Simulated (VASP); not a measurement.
Input of a VASP 6.6.1 run:

The input INCAR:

```
ALGO = Normal ; EDIFF = 1E-7
EDIFFG = -0.005 ; ENCUT = 600
GGA = PS ; IBRION = 2
ISIF = 3 ; ISMEAR = 0
KPAR = 8 ; LASPH = True
LCHARG = False ; LREAL = False
LWAVE = False ; NELM = 80
NSW = 90 ; PREC = Accurate
SIGMA = 0.03
```

KPOINTS

```
k-points
0
Gamma
  6 6 6
```

POSCAR

```
HfO2                                    
1.0
    5.0748793365      0.0000000000     -0.0124081989
    0.0000000000      5.1562478845      0.0000000000
   -0.8641517297      0.0000000000      5.1708978552
  Hf              O             
     4     8
Direct
     0.2773450731388539    0.0427529439026052    0.2076684981788402
     0.7226549268611461    0.5427529439026053    0.2923315018211598
     0.7226549268611461    0.9572470560973947    0.7923315018211601
     0.2773450731388539    0.4572470560973947    0.7076684981788399
     0.4469380845079621    0.7583326306815009    0.4809641544387313
     0.5530619154920380    0.2583326306815011    0.0190358455612689
     0.5530619154920380    0.2416673693184988    0.5190358455612690
     0.4469380845079621    0.7416673693184991    0.9809641544387310
     0.0716267916084408    0.3381438176167463    0.3401141594298925
     0.9283732083915590    0.8381438176167462    0.1598858405701075
     0.9283732083915590    0.6618561823832538    0.6598858405701075
     0.0716267916084408    0.1618561823832536    0.8401141594298925
```

Potentials or basis: VASP PAW PBE potentials, release 64 (Hf_pv, O).

Command:

```sh
$ cat potpaw_PBE.64/Hf_pv/POTCAR potpaw_PBE.64/O/POTCAR > POTCAR
$ mpirun -np 8 vasp_std > vasp.out
```

Predict the band gap on the k mesh.

3.96 eV, indirect (least direct gap 4.06 eV).

Predict the relaxed volume.

11.27 Å³/atom.

What does it give for the relaxed cell?

a = 5.075 Å, b = 5.157 Å, c = 5.243 Å, α = 90.00°, β = 99.63°, γ = 90.00°.

Predict the space group after relaxing (to 0.05 Å).

P2_1/c (No. 14).

Final structure:
```xyz
12
Lattice="5.0750 0.0000 -0.0124 0.0000 5.1566 0.0000 -0.8641 0.0000 5.1712" Properties=species:S:1:pos:R:3 pbc="T T T"
Hf    1.2280    0.2203    1.0705
Hf    3.4150    2.7986    1.5027
Hf    2.9829    4.9362    4.0883
Hf    0.7959    2.3580    3.6561
O     1.8525    3.9103    2.4814
O     2.7904    1.3320    0.0918
O     2.3584    1.2463    2.6774
O     1.4205    3.8246    5.0670
O     0.0696    1.7435    1.7577
O     4.5734    4.3218    0.8155
O     4.1413    3.4130    3.4011
O    -0.3625    0.8347    4.3433
```

Caveat: the PAW data sets were made with another functional, which shifts forces and pressure a little; spin-orbit coupling is left out, which moves the levels of the heavy elements. A k mesh can miss the band edges.
